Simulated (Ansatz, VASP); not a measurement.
**Two plane-wave programs on Ta5N2**

```xyz
7
Lattice="3.2805 0.0000 0.0000 0.0000 3.2805 0.0000 0.0000 0.0000 26.6610" Properties=species:S:1:pos:R:3 pbc="T T T"
Ta    1.6403    1.6403    8.5000
Ta    0.0000    0.0000   10.1403
Ta    1.6403    1.6403   11.7546
Ta    0.0000    0.0000   13.3041
Ta    1.6403    1.6403   15.4506
N     0.0000    0.0000   15.2643
N     0.0000    0.0000   16.5925
```

Alike in both runs: functional PBEsol; k mesh 9 × 9 × 1; occupations gaussian, width 0.1 eV; no spin polarisation.

Ansatz relaxed the structure, and its values are those at the end. VASP's run is a single point on that final structure, the one shown.

|  | VASP | Ansatz |
| --- | --- | --- |
| version | VASP 6.6.1 | Ansatz 0.2.0 |
| potentials or method | VASP PAW PBE potentials, release 64 (Ta_pv, N) | scalar-relativistic, plane waves, PAW |
| plane-wave cutoff (eV) | 520 | 420 |
| valence electrons in the cell | 65 | 75 |

```csv
,VASP,Ansatz,Ansatz less VASP
gap on the k mesh at the Fermi level (eV),none,none,-
rms of the force components (eV/Å),0.358,0.354,-0.0041
```

A gap of «none» marks a metal or a gap that the smearing closes. The functional is the same, so the differences come from potentials, cutoffs and numerics. The two sets of potentials don't hold the same shells in valence. Ansatz warned: «xc_potential_rough_in_thin_density».

Caveats: the PAW data sets were made with another functional, which shifts forces and pressure a little (VASP). Spin-orbit coupling is left out, which matters for the levels of Ta.
